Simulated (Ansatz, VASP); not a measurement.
One calculation of In3As, two programs

```xyz
4
Lattice="4.6085 0.0000 0.0000 0.0000 4.6085 0.0000 0.0000 0.0000 4.6085" Properties=species:S:1:pos:R:3 pbc="T T T"
In    2.3043    2.3043    0.0000
In    2.3043    0.0000    2.3043
In    0.0000    2.3043    2.3043
As    0.0000    0.0000    0.0000
```

The cell comes from a database or a generator and needn't be the stable form of this composition.

Alike in both runs: task single point; functional PBEsol; k mesh 6 × 6 × 6; occupations fermi-dirac, width 0.05 eV; no spin polarisation.

|  | VASP | Ansatz |
| --- | --- | --- |
| version | VASP 6.6.1 | Ansatz 0.2.0 |
| potentials or method | VASP PAW PBE potentials, release 64 (In_d, As) | Ansatz PAW |
| plane-wave cutoff (eV) | 520 | 420 |
| valence electrons in the cell | 44 | 54 |

|  | VASP | Ansatz | Ansatz less VASP |
| --- | --- | --- | --- |
| gap on the k mesh at the Fermi level (eV) | none | none | - |
| pressure (GPa) | -0.7 | -0.7 | +0.01 |

A gap of «none» marks a metal or a gap that the smearing closes. The two sets of potentials don't hold the same shells in valence.

Caveats: the PAW data sets were made with another functional, which shifts forces and pressure a little (VASP); the PAW data sets come from PBE, with cores solved anew for the run's functional, which leaves a small shift of forces and pressure (Ansatz).
